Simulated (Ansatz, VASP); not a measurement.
SiO2: VASP beside Ansatz

INCAR

```
PREC     = Accurate       # precision mode
ENCUT    = 520            # plane-wave cutoff, eV
EDIFF    = 1E-6           # SCF threshold, eV
ISMEAR   = 0              # smearing method
SIGMA    = 0.1            # smearing width, eV
LREAL    = False          # projectors in reciprocal space
LASPH    = True           # aspherical terms in the spheres
NELM     = 60             # most SCF steps
ALGO     = Normal         # electronic algorithm
ISIF     = 2              # what is computed and relaxed
LWAVE    = False          # write WAVECAR
LCHARG   = False          # write CHGCAR
GGA      = PE             # functional
NBANDS   = 15             # bands
```

Contents of KPOINTS:

```
Automatic mesh
0
Gamma
  8 8 8
```

The input POSCAR:

```
SiO2
1.0
   -1.6341883300      1.8695538400      2.8123725900
    1.6341883300     -1.8695538400      2.8123725900
    1.6341883300      1.8695538400     -2.8123725900
Si O
1 2
Direct
    0.0000000000      0.5000000000      0.5000000000
    0.5000000000      0.0000000000      0.5000000000
    0.0000000000      0.0000000000      0.0000000000
```

Input for Ansatz:

```yaml
crystal:
  lattice:
    - [-1.63418833, 1.86955384, 2.81237259]
    - [1.63418833, -1.86955384, 2.81237259]
    - [1.63418833, 1.86955384, -2.81237259]
  atoms:
    - { symbol: Si, position: [0.0, 0.5, 0.5] }
    - { symbol: O, position: [0.5, 0.0, 0.5] }
    - { symbol: O, position: [0.0, 0.0, 0.0] }
basis:
  ecutwfc: 420
kpoints:
  mp_grid: { grid: [8, 8, 8] }
hamiltonian:
  xc: pbe
scf:
  occupations: { method: gaussian, width: 0.1 }
  lower_state_search: "off"
output:
  forces: true
  stress: true
  eigenvalues: true
```

Alike in both runs: task single point; functional PBE; k mesh 8 × 8 × 8; occupations gaussian, width 0.1 eV; no spin polarisation.

|  | VASP | Ansatz |
| --- | --- | --- |
| version | VASP 6.6.1 | Ansatz 0.2.0 |
| potentials or method | VASP PAW PBE potentials, release 64 (Si, O) | scalar-relativistic, plane waves, PAW |
| plane-wave cutoff (eV) | 520 | 420 |
| valence electrons in the cell | 16 | 16 |

Ansatz gave:

- gap on the k mesh at the Fermi level (eV): none
- pressure (GPa): 22.8
- largest component of the traceless stress (GPa): 32.01

Task: What did VASP give for the same quantities?

Result: gap on the k mesh at the Fermi level (eV): none; pressure (GPa): 23.1; largest component of the traceless stress (GPa): 32.52.

A gap of «none» marks a metal or a gap that the smearing closes. The functional is the same, so the differences come from potentials, cutoffs and numerics.

Caveats: so large a pressure means that the cell lies far from this level's equilibrium, or that cutoff or potentials fall short (VASP).
